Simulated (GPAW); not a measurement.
# In (Im-3m) in GPAW: reference runs

How does In come out in PBEsol? The cell is run as given and disturbed.

Program: GPAW 26.7.0. These are calculated values, not measurements. Logs are shortened: lines on timing, memory, paths and dates and some standing lists are left out, and cuts for length are marked. The log counts tension as positive stress, the text compression.

### 1 The structure

The structure is cubic, space group Im-3m (No. 229). The conventional cell has a = 3.765 Å, b = 3.765 Å, c = 3.765 Å, α = 90.00°, β = 90.00°, γ = 90.00°. In (site symmetry m-3m) is surrounded by 8 In at 3.26 Å.

This isn't the form of In at room conditions, which is tetragonal.

### 2 Single point, PBEsol

File run.py:

```python
from ase import Atoms
from ase.dft.bandgap import bandgap
from ase.io import write
from ase.units import Bohr, GPa
from gpaw import GPAW, PW, setup_paths
from gpaw.elf import elf_from_dft_calculation

setup_paths.insert(0, '.')

atoms = Atoms(['In'],
              cell=[[-1.88252524, 1.88252524, 1.88252524],
                    [1.88252524, -1.88252524, 1.88252524],
                    [1.88252524, 1.88252524, -1.88252524]],
              scaled_positions=[[0.0, 0.0, 0.0]],
              pbc=True)

calc = GPAW(mode=PW(600),
            xc='PBEsol',
            kpts={'size': (10, 10, 10), 'gamma': True},
            occupations={'name': 'fermi-dirac', 'width': 0.05},
            nbands=14,
            convergence={'density': 1e-05, 'energy': 1e-05},
            maxiter=150,
            txt='gpaw.txt')
atoms.calc = calc
energy = atoms.get_potential_energy()
forces = atoms.get_forces()
stress = atoms.get_stress()
calc.write('gs.gpw')
write('result.traj', atoms)
print(f'Energy: {energy:.6f} eV')
print('Forces (eV/A):')
print(forces.round(4))
print('Stress (GPa):', (stress / GPa).round(3))
print('Fermi level:', round(calc.get_fermi_level(), 4), 'eV')
print(f'Gap: {bandgap(calc)[0]:.4f} eV, direct: {bandgap(calc, direct=True)[0]:.4f} eV')

# fields on the real-space grid
write('density.cube', atoms, data=calc.get_pseudo_density() * Bohr**3)
write('potential.cube', atoms, data=calc.get_electrostatic_potential())
write('elf.cube', atoms, data=elf_from_dft_calculation(calc).data)
```

Potentials or basis: PAW data sets generated in the run's folder for this functional, pw.

On the command line:

```sh
gpaw-setup -f PBEsol In
OMP_NUM_THREADS=1 python run.py
```

gpaw.txt:

```text
__  _  _
 | _ |_)|_||  |
 |__||  | ||/\| - 26.7.0

Input parameters:
  mode=PW(ecut=600.0),
  convergence={'density': 1e-05, 'energy': 1e-05},
  kpts=MonkhorstPack(size=(10, 10, 10), gamma=True),
  maxiter=150,
  nbands=14,
  occupations=Occupations(name='fermi-dirac', width=0.05),
  xc=XC(name='PBEsol')

Diagonalizing LCAO Hamiltonian
Converting LCAO to pw mode

       In

Atoms  # Å, Bohr magnetons
|   | symbol |        x |        y |        z |    initial magnetic moments |
|---|--------|----------|----------|----------|-----------------------------|
| 0 |     In | 0.000000 | 0.000000 | 0.000000 | ( 0.0000,  0.0000,  0.0000) |

Unit cell  # Å
| periodic |         x |         y |         z |  lengths |     angles |
|----------|-----------|-----------|-----------|----------|------------|
|      yes | -1.882525 |  1.882525 |  1.882525 | 3.260629 | 109.471221 |
|      yes |  1.882525 | -1.882525 |  1.882525 | 3.260629 | 109.471221 |
|      yes |  1.882525 |  1.882525 | -1.882525 | 3.260629 | 109.471221 |

Number of symmetries: 48
Symmetry operations  # r_c * U_cc + t_c -> r_c
|    | kind |            matrix            |
|----|------|------------------------------|
|  0 |  σ   |  1, 1, 1,  0, 0,-1,  0,-1, 0 |
|  1 |  C4  |  1, 1, 1,  0, 0,-1, -1, 0, 0 |
|  2 |  C2  |  1, 1, 1,  0,-1, 0,  0, 0,-1 |
|  3 |  S6  |  1, 1, 1,  0,-1, 0, -1, 0, 0 |
|  4 |  S6  |  1, 1, 1, -1, 0, 0,  0, 0,-1 |
|  5 |  C4  |  1, 1, 1, -1, 0, 0,  0,-1, 0 |
|  6 |  E   |  1, 0, 0,  0, 1, 0,  0, 0, 1 |
|  7 |  σ   |  1, 0, 0,  0, 1, 0, -1,-1,-1 |
|  8 |  σ   |  1, 0, 0,  0, 0, 1,  0, 1, 0 |
|  9 |  C3  |  1, 0, 0,  0, 0, 1, -1,-1,-1 |
| 10 |  C3  |  1, 0, 0, -1,-1,-1,  0, 1, 0 |
| 11 |  σ   |  1, 0, 0, -1,-1,-1,  0, 0, 1 |
| 12 |  σ   |  0, 1, 0,  1, 0, 0,  0, 0, 1 |
| 13 |  C2  |  0, 1, 0,  1, 0, 0, -1,-1,-1 |
| 14 |  C3  |  0, 1, 0,  0, 0, 1,  1, 0, 0 |
| 15 |  S4  |  0, 1, 0,  0, 0, 1, -1,-1,-1 |
| 16 |  S4  |  0, 1, 0, -1,-1,-1,  1, 0, 0 |
| 17 |  C3  |  0, 1, 0, -1,-1,-1,  0, 0, 1 |
| 18 |  C3  |  0, 0, 1,  1, 0, 0,  0, 1, 0 |
| 19 |  S4  |  0, 0, 1,  1, 0, 0, -1,-1,-1 |
| 20 |  σ   |  0, 0, 1,  0, 1, 0,  1, 0, 0 |
| 21 |  C3  |  0, 0, 1,  0, 1, 0, -1,-1,-1 |
| 22 |  C2  |  0, 0, 1, -1,-1,-1,  1, 0, 0 |
| 23 |  S4  |  0, 0, 1, -1,-1,-1,  0, 1, 0 |
| 24 |  C4  |  0, 0,-1,  1, 1, 1,  0,-1, 0 |
| 25 |  σ   |  0, 0,-1,  1, 1, 1, -1, 0, 0 |
| 26 |  S6  |  0, 0,-1,  0,-1, 0,  1, 1, 1 |
| 27 |  C2  |  0, 0,-1,  0,-1, 0, -1, 0, 0 |
| 28 |  C4  |  0, 0,-1, -1, 0, 0,  1, 1, 1 |
| 29 |  S6  |  0, 0,-1, -1, 0, 0,  0,-1, 0 |
| 30 |  S6  |  0,-1, 0,  1, 1, 1,  0, 0,-1 |
| 31 |  C4  |  0,-1, 0,  1, 1, 1, -1, 0, 0 |
| 32 |  C4  |  0,-1, 0,  0, 0,-1,  1, 1, 1 |
| 33 |  S6  |  0,-1, 0,  0, 0,-1, -1, 0, 0 |
| 34 |  σ   |  0,-1, 0, -1, 0, 0,  1, 1, 1 |
| 35 |  C2  |  0,-1, 0, -1, 0, 0,  0, 0,-1 |
| 36 |  C2  | -1, 0, 0,  1, 1, 1,  0, 0,-1 |
| 37 |  S6  | -1, 0, 0,  1, 1, 1,  0,-1, 0 |
| 38 |  S6  | -1, 0, 0,  0, 0,-1,  1, 1, 1 |
| 39 |  C2  | -1, 0, 0,  0, 0,-1,  0,-1, 0 |
| 40 |  C2  | -1, 0, 0,  0,-1, 0,  1, 1, 1 |
| 41 |  i   | -1, 0, 0,  0,-1, 0,  0, 0,-1 |
| 42 |  S4  | -1,-1,-1,  1, 0, 0,  0, 1, 0 |
| 43 |  C3  | -1,-1,-1,  1, 0, 0,  0, 0, 1 |
| 44 |  C3  | -1,-1,-1,  0, 1, 0,  1, 0, 0 |
| 45 |  σ   | -1,-1,-1,  0, 1, 0,  0, 0, 1 |
| 46 |  S4  | -1,-1,-1,  0, 0, 1,  1, 0, 0 |
| 47 |  C2  | -1,-1,-1,  0, 0, 1,  0, 1, 0 |

BZ-sampling:
  Number of BZ points: 1000
  Number of IBZ points: 47

  Monkhorst-Pack size: [10, 10, 10]
  Monkhorst-Pack shift: [0.05, 0.05, 0.05]

K-points  # in reciprocal-cell coordinates
|     |                                coordinates |     weight |
|-----|--------------------------------------------|------------|
|   0 | (  0.00000000,   0.00000000,   0.00000000) | 0.00100000 |
|   1 | (  0.10000000,   0.00000000,   0.00000000) | 0.01200000 |
|   2 | (  0.10000000,   0.10000000,  -0.10000000) | 0.00600000 |
|   3 | (  0.20000000,   0.00000000,  -0.10000000) | 0.02400000 |
|   4 | (  0.20000000,   0.00000000,   0.00000000) | 0.01200000 |
|   5 | (  0.20000000,   0.10000000,  -0.10000000) | 0.02400000 |
|   6 | (  0.20000000,   0.20000000,  -0.20000000) | 0.00600000 |
|   7 | (  0.30000000,  -0.10000000,  -0.10000000) | 0.00800000 |
|   8 | (  0.30000000,   0.00000000,  -0.10000000) | 0.04800000 |
|   9 | (  0.30000000,   0.00000000,   0.00000000) | 0.01200000 |
| ... |                                            |            |
|  46 | (  0.50000000,   0.50000000,   0.50000000) | 0.00100000 |

Plane wave coefficients: 935
Cutoff: 600.0 eV

Spin-components: 1 (collinear spins)
Bands:           14
Projectors:      6
Spin-degeneracy: 2
Datatype:        complex128

Parallelization:
  kpt:    1
  domain: 1
  band:   1

Density:
  Valence electrons: 13.0
  Components: 1
  Grid points: [20 20 20]
  Charge: 0.0  # |e|

Potential:
  Grid points: [20 20 20]

species:
  In:
    name:    Indium
    Z:       49.0
    valence: 13
    core:    36
    charge:  0.0  # [|e|]
    compensation charges:
      type: gauss
      rc: 0.36  # [Å]
      lmax: 2
    cutoffs:
      filter: 2.09  # [Å]
      core: 2.48  # [Å]
    projectors
    | kind |    occ | energy [eV] | rcut [Å] |
    |------|--------|-------------|----------|
    |   5s |  2.000 |      -8.248 |    1.185 |
    |   5p |  1.000 |      -2.521 |    1.244 |
    |   4d | 10.000 |     -18.596 |    1.148 |
    |    s |        |      18.964 |    1.185 |
    |    p |        |      24.691 |    1.244 |
    |    d |        |       8.615 |    1.148 |

    Using partial waves for In as LCAO basis

Reference energy: -159902.609223  # eV

eigensolver:
  PPCG
  Converge bands: occupied
  niter=2

density mixing:
  MSR1-Mixer
  Pratt-step length: 0.05
  Maximum mixing coefficient: 0.75
  Old densities: 10
  SVD Regularization: 0.005
  Good broyden scale: 1.0
  Trust region scale: 1.0
  Backstep threshold: 4.0
  History deletion threshold: 6.0
  Fourier metric: weight=20.0, sigma=0.015

occupation numbers:
  Fermi-Dirac:
    width: 0.0500  # eV

poisson solver:
  ecut: 4800.0  # eV

xc functional:
  name: PBEsol with 2 nearest neighbor stencil

convergence criteria:
- Maximum integral of absolute [dens]ity change: 1e-05 electrons / valence electron
- Maximum [total energy] change in last 3 cyles: 1e-05 eV / valence electron
- Maximum integral of absolute [eigenst]ate change: 4e-08 eV^2 / valence electron
maximum number of iterations: 150

SCF iterations
|iter     | |      energy | eigst |  dens |
|---------|-|-------------|-------|-------|
|iter:   1| |   -3.223887 | -0.47 |       |
|iter:   2| |   -3.219596 | -2.53 | -1.58 |
|iter:   3| |   -3.189968 | -2.69 | -1.61 |
|iter:   4| |   -3.189129 | -3.94 | -2.09 |
|iter:   5| |   -3.189201 | -4.61 | -2.71 |
|iter:   6| |   -3.189208c| -6.12 | -3.60 |
|iter:   7| |   -3.189208c| -7.07 | -4.20 |
|iter:   8| |   -3.189208c| -8.42c| -5.41c|

Converged in 8 steps
Energy contributions relative to reference atoms: (reference = -159902.609223)

Energy contributions:
  Kinetic:          10.062815
  Coulomb:          -9.319542
  Zero:              0.159335
  External:          0.000000
  Xc:               -4.089064
  Entropy:          -0.005505
  Spinorbit:         0.000000
  ----------------------------
  Free energy:      -3.191960
  Extrapolated:     -3.189208

dipole moment: (-6.376625, -6.376625, -6.376625)  # |e|*Ang

Fermi level: 6.516
Eigenvalues  # (at kpt = [0.000, 0.000, 0.000])
| band index |      eig [eV] | occ [0-2] |
|------------|---------------|-----------|
|          0 |        -7.886 |     2.000 |
|          1 |        -7.886 |     2.000 |
|          2 |        -7.886 |     2.000 |
|          3 |        -7.616 |     2.000 |
|          4 |        -7.616 |     2.000 |
|          5 |        -2.817 |     2.000 |
|          6 |        17.436 |     0.000 |
|          7 |        17.436 |     0.000 |
|          8 |        17.436 |     0.000 |
|          9 |        19.626 |     0.000 |
|         10 |        19.626 |     0.000 |
|         11 |        19.626 |     0.000 |
|         12 |        21.479 |     0.000 |
|         13 |        21.480 |     0.000 |

No gap
No difference between direct/indirect transitions

Forces  # eV/Ang
|       x |        y |        z |
|---------|----------|----------|
| 0.00000 | -0.00000 | -0.00000 |  # In   0

Stress tensor  # eV/Ang^3
|         x |         y |         z |
|-----------|-----------|-----------|
|  0.010365 | -0.000000 | -0.000000 |
| -0.000000 |  0.010365 | -0.000000 |
| -0.000000 | -0.000000 |  0.010365 |

# Writing to gs.gpw (mode='')
```

Run time: 9 s. Hardware: 1 thread of Arm Neoverse V2, shared host; peak memory 0.14 GiB.

Results:

| Quantity | Value |
| --- | --- |
| Free energy | -3.1920 eV |
| Pressure | -1.7 GPa |
| Band gap on the k mesh | none (metal or under the smearing width) |

### 3 Single point, PBEsol (cell strained at random at fixed volume)

File run.py:

```python
from ase import Atoms
from ase.dft.bandgap import bandgap
from ase.io import write
from ase.units import GPa
from gpaw import GPAW, PW, setup_paths

setup_paths.insert(0, '.')

atoms = Atoms(['In'],
              cell=[[-1.869751, 1.85713, 1.913871],
                    [1.833535, -1.912801, 1.933327],
                    [1.858518, 1.901568, -1.969542]],
              scaled_positions=[[-0.000103, -0.002171, 0.00147]],
              pbc=True)

calc = GPAW(mode=PW(600),
            xc='PBEsol',
            kpts={'size': (10, 10, 10), 'gamma': True},
            occupations={'name': 'fermi-dirac', 'width': 0.05},
            nbands=14,
            convergence={'density': 1e-05, 'energy': 1e-05},
            maxiter=150,
            txt='gpaw.txt')
atoms.calc = calc
energy = atoms.get_potential_energy()
forces = atoms.get_forces()
stress = atoms.get_stress()
calc.write('gs.gpw')
write('result.traj', atoms)
print(f'Energy: {energy:.6f} eV')
print('Forces (eV/A):')
print(forces.round(4))
print('Stress (GPa):', (stress / GPa).round(3))
print('Fermi level:', round(calc.get_fermi_level(), 4), 'eV')
print(f'Gap: {bandgap(calc)[0]:.4f} eV, direct: {bandgap(calc, direct=True)[0]:.4f} eV')
```

Potentials or basis: PAW data sets generated in the run's folder for this functional, pw.

On the command line:

```sh
gpaw-setup -f PBEsol In
OMP_NUM_THREADS=1 python run.py
```

Wall time 66 s (1 thread of Arm Neoverse V2, shared host); peak memory 0.3 GiB.

The run converged. Its results:

```yaml
Free_energy: -3.1898 eV
Pressure: -1.6 GPa
Band_gap_on_the_k_mesh: none (metal or under the smearing width)
```

Stress tensor (GPa, compression positive):
```
-1.19 -0.07  0.30
-0.07 -1.78  0.59
 0.30  0.59 -1.91
```

Levels at points of the mesh, in eV from the Fermi level:
```tsv
k point	band 2	band 3	band 4	band 5	band 6	band 7	band 8	band 9	band 10
(0.00, 0.00, 0.00)	-14.42	-14.38	-14.16	-14.14	-9.35	10.33	10.88	11.30	12.86
(0.00, 0.00, 0.50)	-14.46	-14.15	-14.14	-13.97	-3.63	-2.98	5.52	6.92	9.63
(0.00, 0.50, 0.00)	-14.46	-14.18	-14.14	-13.97	-3.69	-3.02	5.71	7.31	9.79
(0.00, 0.50, 0.50)	-14.46	-14.17	-14.14	-14.00	-4.23	-3.21	6.31	7.82	10.31
(0.50, 0.00, 0.00)	-14.45	-14.19	-14.17	-13.96	-3.75	-3.05	5.92	7.57	10.13
(0.50, 0.00, 0.50)	-14.46	-14.17	-14.13	-13.99	-4.02	-3.13	5.94	7.51	9.86
(0.50, 0.50, 0.00)	-14.46	-14.15	-14.13	-13.98	-3.75	-3.02	5.45	7.14	9.28
(0.50, 0.50, 0.50)	-14.52	-14.05	-14.02	-13.99	0.84	0.91	1.36	1.71	5.19
```
